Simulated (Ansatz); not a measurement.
## BeTe (F-43m): the dielectric response by several routes

Aim: the electronic dielectric constant of BeTe (F-43m) by perturbation theory, a sum over states and the RPA step of G0W0.

Method: linear response on PBE, plane waves, PAW, in Ansatz 0.2.0.

## 1. The structure

It takes space group F-43m (No. 216, cubic). The conventional cell has a = 5.663 Å, b = 5.663 Å, c = 5.663 Å, α = 90.00°, β = 90.00°, γ = 90.00°. Nearest to Be lie 4 Te at 2.45 Å. Nearest to Te lie 4 Be at 2.45 Å. Farther neighbours and most contacts between anions are not listed.

The cell and positions are those that the Materials Project relaxed with its own functionals (PBE, PBE+U or r2SCAN), kept fixed. Spin-orbit coupling is left out unless a step names it.

## 2. Response to a homogeneous field

ε∞ sets how strongly the crystal screens. Perturbation theory gives it with local fields and without a sum over empty bands.

This step: dielectric response by perturbation theory, PBE, plane waves, PAW; PAW set soft_1.

The input, input.yaml:

```yaml
crystal:
  lattice:
    - [0.0, 2.8314587876, 2.8314587876]
    - [2.8314587876, 0.0, 2.8314587876]
    - [2.8314587876, 2.8314587876, 0.0]
  atoms:
    - { symbol: Be, position: [0.0, 0.0, 0.0] }
    - { symbol: Te, position: [0.75, 0.75, 0.75] }
kpoints:
  mp_grid: { grid: [6, 6, 6] }
hamiltonian:
  xc: pbe
  pseudopotentials: { kind: paw, azcp: { folder: soft_1 } }
scf:
  occupations: { method: fixed }
dielectric: {}
```

Run with:

```console
> ansatz run input.yaml --threads 3 --pin off --max-ram 92160MiB --backend cuda --events-out ev --progress --plain --runs-dir out --devices 1 --max-vram 13GiB
```

Numbers of over 12 decimals in the logs are rounded to 6 here.

The log of the run:

```text
GPUs: using 1 of 1 available (devices: 1).
Engine: ansatz 0.2.0, x86_64-unknown-linux-gnu
Pseudopotentials: kind: paw
Pseudopotential: Be, paw, valence charge 2, recommended cutoff 420 eV (normal), soft_1/Be.paw.azcp
Pseudopotential: Te, paw, valence charge 16, recommended cutoff 420 eV (normal), soft_1/Te.paw.azcp
Functional definition: PBE
  parameter kappa = 0.804
  parameter beta = 0.066725
  exchange = pbe_x(kappa = kappa, mu = beta*pi^2/3)
  correlation = pbe_c(beta = beta)
device memory: the entry about to start is reckoned to put 0.9 GiB on a device that reports 49.6 GiB free (of which the cap on the GPU budget leaves the run 13.0 GiB)
GPU FFT provider: cuFFT
GPU libraries: cuBLAS 13.8.2, cuFFT 12.4.0, cuSOLVER 12.3.4
Crystal: 2 atoms, lattice volume = 45.401 Å³
Basis set: ecut = 420 eV, 893 PW (Γ), exchange–correlation on 54×54×54 points (8 copies of the dense FFT grid, shifted against one another)
Bands: 13, of which v1, the nominal top of the filled ones, is band 9 counted from 1 (8 counted from 0)
Symmetry: 24 space group operations
k-points: 46 of 216 (irreducible under 4 space group operations, time reversal used)
Non-local potential: Be, projectors of the file, l = 0: 2, l = 1: 2, l = 2: 1
Non-local potential: Te, projectors of the file, l = 0: 2, l = 1: 2, l = 2: 2, l = 3: 1
PAW form: soft (Blöchl's): semilocal exchange-correlation on the pseudo side does not see the compensation charge
PAW one-centre angular grid: Be, 110 points (default); XC on 64 Gauss nodes
PAW one-centre angular grid: Te, 590 points (default); XC on 64 Gauss nodes
Initial density: superposition of atomic densities (chi_scale 0.1, normalization cell, long waves kept (reshape's long-wave potential 0.00 eV rms))
Initial wavefunctions: pseudopotential atomic-orbital guess
GPU buffer pool allocated for 19683 grid points (all kernels)
GPU transforms: local potential and band sums: pruned to the plane-wave sphere, on 27×27×27
Functional: x = pbe(κ = 0.804, μ = 0.219515), c = pbe(β = 0.066725)
SCF iter   1: F=—  HF=-7073.656748 eV  |F-HF|=—  |Δ(HF+E_count)|=         —  Δρ=3.03e-2  dr2=4.92e-1  ethr=3.10e-3  ⟨swp⟩=4.9  Hψ=3276  notcnv=0  defer=71
preconditioner: auto → none  [insulator: Δε(μ)=2.007 eV  Ē_g=10.137 eV  n_scr=14 (ndim 8)  ℏωp=15.6 eV  f_vac=0.000  ε∞_Penn≈3.4]
SCF iter   2: F=—  HF=-7073.536309 eV  |F-HF|=—  |Δ(HF+E_count)|=   1.20e-1  Δρ=1.22e-2  dr2=5.79e-2  ethr=2.73e-3  ⟨swp⟩=2.0  Hψ=1081  notcnv=0  defer=69
SCF iter   3: F=—  HF=-7073.534155 eV  |F-HF|=—  |Δ(HF+E_count)|=   2.15e-3  Δρ=2.85e-3  dr2=2.48e-3  ethr=3.22e-4  ⟨swp⟩=2.1  Hψ=883  notcnv=0  defer=85
SCF iter   4: F=—  HF=-7073.534373 eV  |F-HF|=—  |Δ(HF+E_count)|=   2.19e-4  Δρ=7.50e-4  dr2=1.83e-4  ethr=1.38e-5  ⟨swp⟩=4.0  Hψ=1196  notcnv=0  defer=85
SCF iter   5: F=—  HF=-7073.534391 eV  |F-HF|=—  |Δ(HF+E_count)|=   1.79e-5  Δρ=1.14e-4  dr2=2.68e-6  ethr=1.02e-6  ⟨swp⟩=2.0  Hψ=879  notcnv=0  defer=85
SCF iter   6: F=—  HF=-7073.534481 eV  |F-HF|=—  |Δ(HF+E_count)|=   9.04e-5  Δρ=9.92e-6  dr2=2.74e-8  ethr=1.49e-8  ⟨swp⟩=2.0  Hψ=757  notcnv=0  defer=84
SCF iter   7: F=—  HF=-7073.534481 eV  |F-HF|=—  |Δ(HF+E_count)|=   5.92e-8  Δρ=8.74e-7  dr2=3.71e-10  ethr=1.52e-10  ⟨swp⟩=2.0  Hψ=782  notcnv=0  defer=84
SCF iter   8: F=-7073.534481 eV  HF=-7073.534481 eV  |F-HF|=2.73e-12  |Δ(HF+E_count)|=  1.03e-10  Δρ=9.49e-8  dr2=3.34e-12  ethr=1.00e-12  ⟨swp⟩=7.2  Hψ=2938  notcnv=0
SCF 1 converged in 8 iterations: F = -7073.534481 eV  dr2 = 3.34e-12
  greatest PAW one-centre occupation: 0.998 electrons in one spin orbital (limit 2), on the Te atom at site 1 (counted from 0), in its partial waves of l = 2
the response reads at least the filled bands of the reference SCF and the lowest empty band at each k-point, and that SCF's band table does not vouch for those bands. The notice of the band table in this run's record says why
device memory: the entry about to start is reckoned to put 0.3 GiB on a device that reports 49.5 GiB free (of which the cap on the GPU budget leaves the run 13.0 GiB)
NSCF: frozen V_eff on 1 k-points
device memory: the entry about to start is reckoned to put 0.3 GiB on a device that reports 49.5 GiB free (of which the cap on the GPU budget leaves the run 13.0 GiB)
NSCF: frozen V_eff on 1 k-points
device memory: the entry about to start is reckoned to put 0.1 GiB on a device that reports 49.5 GiB free (of which the cap on the GPU budget leaves the run 13.0 GiB)
device memory: the entry about to start is reckoned to put 0.7 GiB on a device that reports 49.5 GiB free (of which the cap on the GPU budget leaves the run 13.0 GiB)
DFPT response loops at Γ: preconditioner auto → none (the input reference at scf.mixing.eps_inf says where Resta's filter doesn't serve); β = 0.50; Broyden in place of MSR1
── the response to a field inside a basis, on 6×6×6 k-points: an SCF that follows is theirs, and a resumed run solves both again ──
device memory: the entry about to start is reckoned to put 0.2 GiB on a device that reports 43.2 GiB free (of which the cap on the GPU budget leaves the run 13.0 GiB)
GPU FFT provider: cuFFT
GPU libraries: cuBLAS 13.8.2, cuFFT 12.4.0, cuSOLVER 12.3.4
Bands: 10, of which v1, the nominal top of the filled ones, is band 9 counted from 1 (8 counted from 0)
k-points: 28 of 216 (irreducible under 6 space group operations, time reversal used)
Initial density: handed on by an earlier stage of this run
Initial wavefunctions: pseudopotential atomic-orbital guess (no wavefunctions were taken with the density)
GPU buffer pool allocated for 19683 grid points (all kernels)
GPU transforms: band sums: pruned to the plane-wave sphere, on 27×27×27
Eigensolver: Dense (28 Hₖ)
SCF iter   1: F=—  HF=-7073.535774 eV  |F-HF|=—  |Δ(HF+E_count)|=         —  Δρ=1.98e-4  dr2=1.82e-5  ethr=1.00e-1
preconditioner: auto → none  [insulator: Δε(μ)=2.346 eV  Ē_g=8.305 eV  n_scr=14 (ndim 8)  ℏωp=15.6 eV  f_vac=0.010  ε∞_Penn≈4.5]
SCF iter   2: F=—  HF=-7073.535775 eV  |F-HF|=—  |Δ(HF+E_count)|=   1.45e-6  Δρ=8.37e-5  dr2=1.78e-6  ethr=1.01e-7
SCF iter   3: F=—  HF=-7073.535777 eV  |F-HF|=—  |Δ(HF+E_count)|=   1.61e-6  Δρ=3.14e-5  dr2=2.89e-7  ethr=9.89e-9
SCF iter   4: F=-7073.535777 eV  HF=-7073.535777 eV  |F-HF|=4.40e-9  |Δ(HF+E_count)|=   2.19e-7  Δρ=4.12e-6  dr2=2.96e-9  ethr=1.61e-9
SCF 1 converged in 4 iterations: F = -7073.535777 eV  dr2 = 2.96e-9
device memory: the entry about to start is reckoned to put 0.1 GiB on a device that reports 43.4 GiB free (of which the cap on the GPU budget leaves the run 13.0 GiB)
device memory: the entry about to start is reckoned to put 1.1 GiB on a device that reports 43.1 GiB free (of which the cap on the GPU budget leaves the run 12.9 GiB)
DFPT response loops at Γ: mixed as the last ones told, above
SCF converged after 8 iterations
Free energy (F): -7073.534481 eV
Harris-Foulkes:  -7073.534481 eV  (|F-HF|=2.73e-12)
Internal energy: -7073.534481 eV  (E = F + TS)
E sigma→0 (E₀):  -7073.534481 eV
Fermi energy:    7.177718 eV
--- Per-component energies (eV) ---
  E_band       = -271.271404
  E_kinetic    = 191.561550
  E_local      = -1751.911106  (includes V_loc(G=0)·N_el)
  E_nonlocal   = 71.594992
  E_hartree    = 870.895408
  E_xc         = -141.328754
  E_vxc        = -120.774473  (∫ρ·V_xc dr)
  E_paw        = -4733.505444  (= ΣΔE_a)
  E_vpaw       = -403.533278  (= ΣTr[D̂ρ^β])
  E_aug_tail   = 0.000086  (compensation charges beyond the density's cutoff)
  E_ewald      = -1580.841214
  E_smearing   = -0.000000  (= −TS)
  E_closure    = 0.000000  (closes the sum)
  Σ components = -7073.534481   (vs F -7073.534481, Δ=0.00e0)
--- Band table (eV; the first three rows and the last of 46) ---
  k-point 0: bands = [... 5 lower, -5.0126, 7.1777, 7.1777, 7.1777, 10.8172, 10.8172, 10.8172, 10.8821]
  k-point 1: bands = [... 5 lower, -4.7606, 5.2207, 6.8108, 6.8108, 10.6226, 11.3488, 11.3488, 12.8719]
  k-point 2: bands = [... 5 lower, -4.1333, 2.8086, 6.2831, 6.2831, 10.3328, 11.8146, 11.8146, 14.9296]
  k-point 45: bands = [... 5 lower, -3.3492, 2.4282, 3.7721, 4.8361, 11.6931, 11.8719, 14.0612, 14.3467]
--- Dielectric response (ions clamped): 3 representative field directions + reference, inside a basis on a mesh of 216 k-points (Σ response iterations 15) ---
  ε∞ (high-frequency dielectric tensor):
        7.417434    -0.000000    -0.000000
       -0.000000     7.417434     0.000000
       -0.000000     0.000000     7.417434
  Born effective charges Z* (e; rows j = field, columns β = displacement):
    site 0:
         1.36080    0.00000    0.00000
         0.00000    1.36080    0.00000
         0.00000   -0.00000    1.36080
    site 1:
        -1.36080   -0.00000   -0.00000
        -0.00000   -1.36080   -0.00000
        -0.00000    0.00000   -1.36080
  Z* charge neutrality: 7.804e-4 e pre-enforcement
  solved inside a basis spanned on kpoints, on 6×6×6 k-points, its susceptibility summed on 10×10×10: ε∞ is read to err by 2.2e-2, Z* by 1.7e-2 e (field_mesh: kpoints solves on kpoints); Z* is corrected for what the basis lacks
```

The job ended after 22 s (1 × NVIDIA H100 80GB HBM3 (shared by 6 runs) with 3 threads of AMD EPYC 7R13 (Zen 3), shared host; peak memory 1.1 GiB).

Reading the cycles: dr2 is the Hartree energy of the density residual (eV), the measure of convergence; HF is the Harris–Foulkes estimate of the energy, which meets the free energy F at convergence.

This step gave:

```yaml
stated_error_of_eps_infinity: 0.022
```

One over ε∞ averages 0.13, under the quarter of exact exchange in PBE0, which by this rule of thumb may open the gap too far.

High-frequency dielectric tensor:

```
7.42 0.00 0.00
0.00 7.42 0.00
0.00 0.00 7.42
```

Born effective charge (e), principal values of the symmetric part by kind of site:

```csv
atom,atoms with these values,low,middle,high,mean
Be1,1,1.36,1.36,1.36,1.36
Te2,1,-1.36,-1.36,-1.36,-1.36
```

In full for Be1:

```
1.36 0.00 0.00
0.00 1.36 0.00
0.00 0.00 1.36
```

## 3. Independent-particle spectrum

The independent-particle spectrum shows where the oscillator strength lies, before excitons and local fields.

This step: independent-particle optics on PBE, plane waves, PAW; PAW set soft_1.

input.yaml, the sections that differ from step 2:

```yaml
kpoints:
  mp_grid: { grid: [8, 8, 8] }
scf:
  occupations: { method: fixed }
  n_extra_bands: 31
output:
  optics: { e_range: [0, 25], de: 0.1, sigma: 0.2 }
# crystal, hamiltonian: as in step 2
# dielectric: removed
```

The log of the run:

```text
[...]
GPUs: using 1 of 1 available (devices: 1).
[...]
GPU FFT provider: cuFFT
GPU libraries: cuBLAS 13.8.2, cuFFT 12.4.0, cuSOLVER 12.3.4
Crystal: 2 atoms, lattice volume = 45.401 Å³
Basis set: ecut = 420 eV, 893 PW (Γ)
Bands: 40, of which v1, the nominal top of the filled ones, is band 9 counted from 1 (8 counted from 0)
Symmetry: 24 space group operations
[...]
k-points: 29 of 512 (time reversal used)
[...]
GPU buffer pool allocated for 19683 grid points (all kernels)
[...]
SCF iter   1: F=—  HF=-7073.662154 eV  |F-HF|=—  |Δ(HF+E_count)|=         —  Δρ=3.06e-2  dr2=5.08e-1  ethr=3.10e-3  ⟨swp⟩=4.8  Hψ=4305  notcnv=0  defer=828
[...]
SCF iter   8: F=-7073.540101 eV  HF=-7073.540101 eV  |F-HF|=1.82e-12  |Δ(HF+E_count)|=  1.61e-10  Δρ=6.00e-8  dr2=1.71e-12  ethr=1.00e-12  ⟨swp⟩=13.0  Hψ=12323  notcnv=0
SCF 1 converged in 8 iterations: F = -7073.540101 eV  dr2 = 1.71e-12
[...]
Optics k sum: 0 of 29 k-points
Optics k sum: 2 of 29 k-points
[...]
Optics k sum: 29 of 29 k-points
[...]
SCF converged after 8 iterations
Free energy (F): -7073.540101 eV
[...]
Internal energy: -7073.540101 eV  (E = F + TS)
E sigma→0 (E₀):  -7073.540101 eV
Fermi energy:    7.175528 eV
[...]
--- Band table (eV; the first three rows and the last of 29) ---
  k-point 0: bands = [... 5 lower, -5.0150, 7.1755, 7.1755, 7.1755, 10.8163, 10.8163, 10.8163, 10.8801, ... 27 higher]
  k-point 1: bands = [... 5 lower, -4.8711, 5.8845, 6.9481, 6.9481, 10.6967, 11.1523, 11.1523, 12.1979, ... 27 higher]
  k-point 2: bands = [... 5 lower, -4.4751, 3.9177, 6.5213, 6.5213, 10.4636, 11.6781, 11.6781, 14.1330, ... 27 higher]
  k-point 28: bands = [... 5 lower, -3.2089, 2.6702, 3.5758, 4.0545, 12.4729, 12.7135, 12.7670, 13.3139, ... 27 higher]
```

It took 12 s on 1 × NVIDIA H100 80GB HBM3 (shared by 6 runs) with 3 threads; peak memory 1.1 GiB.

Numbers from this step:

| Property | Result |
| --- | --- |
| ε∞ without local fields (xx, yy, zz) | 7.956, 7.956, 7.956 |
| electrons in the f-sum (xx, yy, zz) | 16.00, 16.00, 16.00 |
| bands in the explicit sum (the static value is completed to all bands) | 40 |

The sum gives ε∞ = 7.96 without local fields.

Independent particles, no local fields, Gaussian width 0.2 eV. ε₂, xx=yy=zz against photon energy; read off at these points:

```csv
photon energy (eV),"ε₂, xx=yy=zz"
3.0,0
3.5,0.686
4.0,9.84
4.5,16.5
5.0,31.0
5.5,15.5
6.0,12.3
6.5,7.55
7.0,5.41
7.5,4.03
8.0,2.94
8.5,2.26
9.0,2.11
9.5,1.75
10.0,1.50
10.5,1.35
11.0,1.11
11.5,0.933
12.0,0.791
12.5,0.697
13.0,0.642
13.5,0.592
14.0,0.555
14.5,0.527
15.0,0.439
15.5,0.392
16.0,0.319
16.5,0.294
17.0,0.187
17.5,0.194
18.0,0.160
18.5,0.152
19.0,0.177
19.5,0.178
20.0,0.154
20.5,0.150
21.0,0.156
21.5,0.140
22.0,0.0978
22.5,0.0926
23.0,0.0785
23.5,0.0851
24.0,0.0729
24.5,0.0568
25.0,0.0593
```

Independent particles, no local fields, Gaussian width 0.2 eV. The loss function, xx=yy=zz by photon energy; read off at these points:

```csv
photon energy (eV),"loss function, xx=yy=zz"
3.00,0
3.50,0.00245
4.00,0.0202
4.50,0.0294
5.00,0.0319
5.50,0.0597
6.00,0.0632
6.50,0.0772
7.00,0.0950
7.50,0.112
8.00,0.131
8.50,0.177
9.00,0.195
9.50,0.234
10.00,0.287
10.50,0.318
11.00,0.354
11.50,0.432
12.00,0.505
12.50,0.663
13.00,0.816
13.50,0.982
14.00,1.20
14.50,1.34
15.00,1.63
15.50,2.00
16.00,2.58
16.50,3.29
17.00,5.32
17.10,5.70
17.50,3.81
18.00,3.16
18.50,1.69
19.00,1.50
19.50,1.37
20.00,1.04
20.50,0.857
21.00,0.789
21.50,0.736
22.00,0.478
22.50,0.368
23.00,0.296
23.50,0.276
24.00,0.234
24.50,0.167
25.00,0.157
```

## 4. RPA screening from the G0W0 run

G0W0 replaces the xc potential by the self-energy, built once from these orbitals. Only a window of levels is corrected, while the sums run over the empty bands that the input names. This step takes PAW set soft_1 files.

This step: G0W0 on PBE, plane waves, PAW; PAW set soft_1.

input.yaml, the sections that differ from step 3:

```yaml
kpoints:
  mp_grid: { grid: [6, 6, 6] }
scf:
  occupations: { method: fixed }
gw:
  n_empty_bands: 291
  ecut_chi: 200.0
  qp_bands: [v2, c2]
  qp_kpoints: band_edges
  screening: { model: contour_deformation }
# crystal, hamiltonian: as in step 3
# output: removed
```

The log of the run:

```text
GPUs: using 1 of 1 available (devices: 1).
[...]
GPU FFT provider: cuFFT
GPU libraries: cuBLAS 13.8.2, cuFFT 12.4.0, cuSOLVER 12.3.4
Crystal: 2 atoms, lattice volume = 45.401 Å³
Basis set: ecut = 420 eV, 893 PW (Γ)
Bands: 13, of which v1, the nominal top of the filled ones, is band 9 counted from 1 (8 counted from 0)
Symmetry: 24 space group operations
[...]
k-points: 16 of 216 (time reversal used)
[...]
1    11     11.3488    -6.3976    -4.3735   -11.0336  0.7784    11.6121    11.6112  root
[...]
12     8      4.5989   -15.2930     1.8387   -12.5032  0.7641     3.6336     3.6478  root
    12     9      4.5989   -15.2930     1.8387   -12.5032  0.7641     3.6336     3.6478  root
    12    10      9.2029    -5.5033    -3.7920    -9.3204  0.8033     9.2279     9.2279  root
    12    11      9.8793    -6.3691    -3.8327   -10.2666  0.7946     9.9441     9.9440  root
[key lines of the parts left out:]
SCF converged after 6 iterations
Free energy (F): -7073.534513 eV
Fermi energy:    7.177692 eV
```

Wall time 35 s (1 × NVIDIA H100 80GB HBM3 (shared by 6 runs) with 3 threads); peak memory 1.3 GiB.

This step gave:

```
bands summed                                 : 300
RPA ε∞ on this mesh (eigenvalues)            : 7.331, 7.331, 7.331
plane waves in the screening matrix          : 283
G0W0 gap on the mesh                         : 2.914 eV
k of the valence top                         : 0, 0, 0
k of the conduction bottom                   : 0, -0.5, -0.5
starting gap on the mesh                     : 2.025 eV
least direct G0W0 gap on the computed points : 4.764 eV
```

The gap on the mesh goes from 2.03 eV to 2.91 eV, a correction of +0.89 eV. Between the two edge states, bare exchange in place of the xc potential would open the gap by 5.52 eV, and correlation takes back 4.63 eV.

Mean over the mesh in bins of 0.25 1/Å. Static inverse dielectric function, diagonal against length of q+G:

```csv
length of q+G (Å⁻¹),"static inverse dielectric function, diagonal"
0.34,0.183
0.58,0.233
1.03,0.361
1.26,0.427
1.50,0.494
2.01,0.628
2.27,0.686
2.50,0.731
2.99,0.807
3.25,0.840
3.50,0.869
4.00,0.916
4.25,0.932
4.50,0.945
5.00,0.962
5.25,0.969
5.51,0.974
6.00,0.982
6.26,0.985
6.51,0.988
7.01,0.992
7.18,0.993
```

## 5. The values together

Times are wall times on 1 × NVIDIA H100 80GB HBM3 (shared by 6 runs) with 3 threads of AMD EPYC 7R13 (Zen 3), shared host, good to a factor of about two.

```csv
method,mesh,"ε∞, low",middle,high,mean,time
perturbation theory (local fields and xc kernel),6×6×6 (response on 216 points),7.42,7.42,7.42,7.42,22 s
sum over states (no local fields),8×8×8,7.96,7.96,7.96,7.96,12 s
"RPA with local fields, on the GW mesh",6×6×6,7.33,7.33,7.33,7.33,35 s
```

## 6. Summary of results

- perturbation theory (local fields and xc kernel): 7.42, 7.42, 7.42
- sum over states (no local fields): 7.96, 7.96, 7.96
- RPA with local fields, on the GW mesh: 7.33, 7.33, 7.33

What this shows: Mean Born effective charge: Be1 1.36, Te2 -1.36 e. The ε₂, xx=yy=zz has its highest peak at 5 eV. The loss function, xx=yy=zz has its highest peak at 17.1 eV. The sum without local fields gives 7.96 in the mean against 7.42 by perturbation theory; local fields lower ε∞ and the xc kernel gives part of it back, though the sum also carries the error of its own mesh. The RPA values on the 6×6×6 mesh average 0.99 times those of perturbation theory (means 7.33 and 7.42). Without the xc kernel RPA should lie a little lower, and the mean does, by little. Ions are clamped, so the lattice part of the static constant is not in these numbers.

[Paths, hosts, dates, memory and timing lines, banners, echoed tables and standing remarks are left out of the program output.]

[Logs are printed without paths, hosts, clocks, repeated set-up lines and the standing remarks that a program may print on its own settings, such as how far it seeks lower states.]

[Runs of the session that timed out or met a known fault of the program may be left out.]

[Cells called generated may have been cut or substituted from an entry of the Crystallography Open Database or the Materials Project.]

[Hosts, paths, dates, database ids (printed as entryN), source tags and the programs' standing remarks are cut or masked in the printed files.]
